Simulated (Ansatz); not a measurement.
**Volumes and bulk moduli along group 11 and 12**

Level of theory: DFT, RPBE, plane waves (420 eV) with PAW, scalar-relativistic in Ansatz 0.2.0. The PAW files were generated under PBE, with cores re-solved for the functional.

Each structure is relaxed within its symmetry, in the lowest magnetic state of the tried starts. B₀ comes from uniform scaling at fixed shape; a dash is a value not given. Some of these cells lie far above the measured volume under this functional.

| element | structure | V (Å³/atom) | B₀ (GPa) | magnetic state |
| --- | --- | --- | --- | --- |
| Cu | fcc | 12.38 | 124 | spin not included |
| Ag | fcc | 18.69 | 73 | spin not included |
| Au | fcc | 18.49 | 120 | spin not included |
| Zn | hcp | 15.86 | 63 | spin not included |
| Cd | hcp | 24.54 | 33 | spin not included |
| Hg | alpha-Hg (rhombohedral) | 101.43 | - | spin not included |
